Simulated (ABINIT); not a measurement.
The system is TiTe2.

```
Te Ti
1.0
     3.77700    0.00000    0.00000
    -1.88850    3.27098    0.00000
     0.00000    0.00000    6.49800
Te Ti
2 1
Cartesian
  0.0000 2.1807 4.7903
  1.8885 1.0903 1.7077
  0.0000 0.0000 0.0000
```

* Program: ABINIT 10.8.3 (patched build)
* Task: relaxation of cell and atoms
* Functional: AM05
* Potentials or basis: JTH PAW PBE v2.0
* Cutoff: 490 eV
* k mesh: 8 × 8 × 4
* Occupations: fermi-dirac, width 0.05 eV
* Spin: no spin polarisation

At the start: pressure -1.9 GPa; volume 26.76 Å³/atom.

Question: Where does the relaxation end?

Answer: Over 5 steps the energy falls by 6.1 meV/atom and the volume is 25.82 Å³/atom (-3.5 %); space group P-3m1 (No. 164, to 0.05 Å).

Step by step:
| step | energy change (eV) | largest force (eV/Å) | pressure (GPa) | volume (Å³) |
| --- | --- | --- | --- | --- |
| 1 | 0.0000 | 0.1550 | -1.90 | 80.28 |
| 2 | -0.0056 | 0.0949 | -1.50 | 79.81 |
| 3 | -0.0146 | 0.1203 | 0.03 | 78.12 |
| 4 | -0.0152 | 0.1113 | 0.02 | 78.08 |
| 5 | -0.0184 | 0.0042 | 0.00 | 77.47 |

Final structure:
```
Te Ti
1.0
     3.70785    0.00000    0.00000
    -1.85392    3.21109    0.00000
     0.00000    0.00000    6.50684
Te Ti
2 1
Cartesian
  0.0000 2.1407 4.7885
  1.8539 1.0704 1.7183
  0.0000 0.0000 0.0000
```

Caveat: the PAW data sets were made with another functional, which shifts forces and pressure a little; this functional lacks dispersion, which binds the layers, so the pressure and a relaxed spacing across them are unreliable.
